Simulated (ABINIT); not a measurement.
Si2W, 3 atoms in the cell. Symmetry: I4/mmm, No. 139, tetragonal system. The conventional cell has a = 3.214 Å, b = 3.214 Å, c = 7.830 Å, α = 90.00°, β = 90.00°, γ = 90.00°. W (site symmetry 4/mmm) has 10 Si at 2.62 Å as nearest neighbours. Si (site symmetry 4mm) has 5 Si at 2.59 to 2.63 Å and 5 W at 2.62 Å as nearest neighbours. 

| Item | Value |
| --- | --- |
| Program | ABINIT 10.8.3 (patched build) |
| Task | single point |
| Functional | PBEsol |
| Potentials or basis | PseudoDojo NC SR PBEsol v0.4.1 standard |
| Cutoff | 844 eV |
| k mesh | 9 × 9 × 9 |
| Occupations | fermi-dirac, width 0.05 eV |
| Spin | no spin polarisation |

Potentials or basis: PseudoDojo NC SR PBEsol v0.4.1 standard.

Run with:

```console
$ mpirun --bind-to none -np 4 abinit run.abi > log 2>&1
```

Hardware: 4 MPI ranks on AMD EPYC 9R45 96-Core Processor (Zen 5), on a shared host.

Q: Estimate the wall time of this run.

A: Wall time 19 s on 4 MPI ranks on AMD EPYC 9R45 96-Core Processor (Zen 5) (shared host), peak memory 0.36 GiB a rank. Counts: scf iterations 9, mpi ranks 4, k points 75, bands 15, plane waves 2269.
